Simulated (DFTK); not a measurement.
Crystal: NiO.

```
Ni O
1.0
     0.00000    2.08590    2.08590
     2.08590    0.00000    2.08590
     2.08590    2.08590    0.00000
Ni O
1 1
Direct
  0.00000 0.00000 0.00000
  0.50000 0.50000 0.50000
```

Base run:

- Program: DFTK 0.8.2
- Functional: PBE
- Potentials or basis: dojo.nc.sr.pbe.v0_4_1.standard.upf (PBE)
- Cutoff: 1333 eV
- k mesh: 11 × 11 × 11
- Occupations: fermi-dirac, width 0.05 eV
- Spin: collinear spin, ferromagnetic start
- Starting moments: [1.0, 0.0] μB

Its results: band gap on the k mesh none (metal or under the smearing width); net moment 1.83 μB per cell; site moments Ni +1.51; O +0.32 μB.

Task: The run is repeated on the same cell with these changes: potentials or basis from dojo.nc.sr.pbe.v0_4_1.standard.upf (PBE) to SPMS 1.0 (PBE); cutoff from 1333 eV to 816 eV; k mesh from 11 × 11 × 11 to 10 × 10 × 10. What comes out?

Result: Band gap on the k mesh none (metal or under the smearing width); net moment 1.59 μB per cell; site moments Ni +1.32; O +0.27 μB.

Caveats: a cell with one magnetic atom can't hold antiferromagnetic order, which such compounds often take; semilocal functionals often make such compounds metallic where correlation or magnetic order opens a gap, which also shifts bond lengths.
